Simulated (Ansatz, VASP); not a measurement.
Te2Mo in VASP and in Ansatz

INCAR

```
PREC = Accurate
ENCUT = 520
EDIFF = 1E-6
ISMEAR = 0
SIGMA = 0.05
LREAL = False
LASPH = True
NELM = 100
ALGO = Normal
ISIF = 2
LWAVE = False
LCHARG = False
GGA = PE
IVDW = 12
NBANDS = 35
```

Contents of KPOINTS:

```
Automatic mesh
0
Gamma
  9 9 2
```

POSCAR

```
Te2Mo
1.0
    3.4971168434      0.0000000000      0.0000000000
   -1.7485584217      3.0285920264      0.0000000000
    0.0000000000      0.0000000000     13.7100447864
Te Mo
4 2
Direct
    0.3333333333      0.6666666667      0.1174002796
    0.6666666667      0.3333333333      0.6175370250
    0.6666666667      0.3333333333      0.8825997204
    0.3333333333      0.6666666667      0.3824629750
    0.3333333333      0.6666666667      0.7500692155
    0.6666666667      0.3333333333      0.2499307845
```

Input for Ansatz:

```yaml
crystal:
  lattice:
    - [3.4971168434, 0.0, 0.0]
    - [-1.7485584217, 3.0285920264, 0.0]
    - [0.0, 0.0, 13.7100447864]
  atoms:
    - { symbol: Te, position: [0.3333333333, 0.6666666667, 0.1174002796] }
    - { symbol: Te, position: [0.6666666667, 0.3333333333, 0.617537025] }
    - { symbol: Te, position: [0.6666666667, 0.3333333333, 0.8825997204] }
    - { symbol: Te, position: [0.3333333333, 0.6666666667, 0.382462975] }
    - { symbol: Mo, position: [0.3333333333, 0.6666666667, 0.7500692155] }
    - { symbol: Mo, position: [0.6666666667, 0.3333333333, 0.2499307845] }
basis:
  ecutwfc: 420
kpoints:
  mp_grid: { grid: [9, 9, 2] }
hamiltonian:
  xc: pbe
  pseudopotentials: { kind: paw, azcp: { folder: soft_1 } }
  dispersion: d3bj
scf:
  occupations: { method: gaussian, width: 0.05 }
output:
  forces: true
  stress: true
  eigenvalues: true
  write_density: true
  write_potential: true
  elf: true
  volumetric_format: npy
```

The cell is a database's computed one.

Alike in both runs: task single point; functional PBE; dispersion D3(BJ); k mesh 9 × 9 × 2; occupations gaussian, width 0.05 eV; no spin polarisation.

|  | VASP | Ansatz |
| --- | --- | --- |
| version | VASP 6.6.1 | Ansatz 0.2.0 |
| potentials or method | VASP PAW PBE potentials, release 64 (Te, Mo_sv) | scalar-relativistic, plane waves, PAW |
| plane-wave cutoff (eV) | 520 | 420 |
| valence electrons in the cell | 52 | 92 |

|  | VASP | Ansatz | Ansatz less VASP |
| --- | --- | --- | --- |
| gap on the k mesh at the Fermi level (eV) | 0.67 | 0.68 | +0.006 |
| least direct gap on the mesh (eV) | 1.05 | 1.04 | -0.007 |
| pressure (GPa) | 0.0 | 0.0 | 0.00 |
| rms of the force components (eV/Å) | 0.008 | 0.001 | -0.0073 |

Atom by atom the forces differ by 0.008 eV/Å (rms over components). The two sets of potentials don't hold the same shells in valence.

Caveats: spin-orbit coupling is left out, which moves the levels of the heavy elements; an odd mesh through Γ misses points on the zone boundary, where band edges often lie. As with any semilocal functional, this PBE gap is likely too small.
